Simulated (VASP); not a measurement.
**Na: band structure with LDA**

Na:

```
Na
1.0
    -2.14100    2.14100    2.14100
     2.14100   -2.14100    2.14100
     2.14100    2.14100   -2.14100
Na
1
Direct
  0.00000 0.00000 0.00000
```

* Program: VASP 6.6.1
* Task: band structure
* Functional: LDA
* Potentials or basis: VASP PAW LDA potentials, release 64 (Na_pv)
* Cutoff: 520 eV
* k mesh: 9 × 9 × 9
* Occupations: gaussian, width 0.05 eV
* Spin: no spin polarisation
* Further INCAR settings: ALGO = Normal; EDIFF = 1.00e-06; NBANDS = 10; ISYM = 0

* Band gap along the path: none (metal or under the smearing width)

Levels at the corners of the path, in eV from the Fermi level:
```
point  band 1  band 2  band 3  band 4  band 5  band 6
    Γ  -24.93  -24.93  -24.93   -3.10   11.35   11.35
    H  -24.95  -24.95  -24.95    4.56    4.56    4.72
    N  -24.96  -24.94  -24.93    0.83    1.18    8.04
    Γ  -24.93  -24.93  -24.93   -3.10   11.35   11.35
    P  -24.94  -24.94  -24.94    2.72    2.72    2.72
    H  -24.95  -24.95  -24.95    4.56    4.56    4.72
    P  -24.94  -24.94  -24.94    2.72    2.72    2.72
    N  -24.96  -24.94  -24.93    0.83    1.18    8.04
```

Wall time 13 s on 1 thread of Intel(R) Xeon(R) Platinum 8488C (Sapphire Rapids), with other jobs on the host, peak memory 0.13 GiB.

Caveat: the log is that of the step along the path at fixed density, whose energy, stress, charges and moments have no meaning.
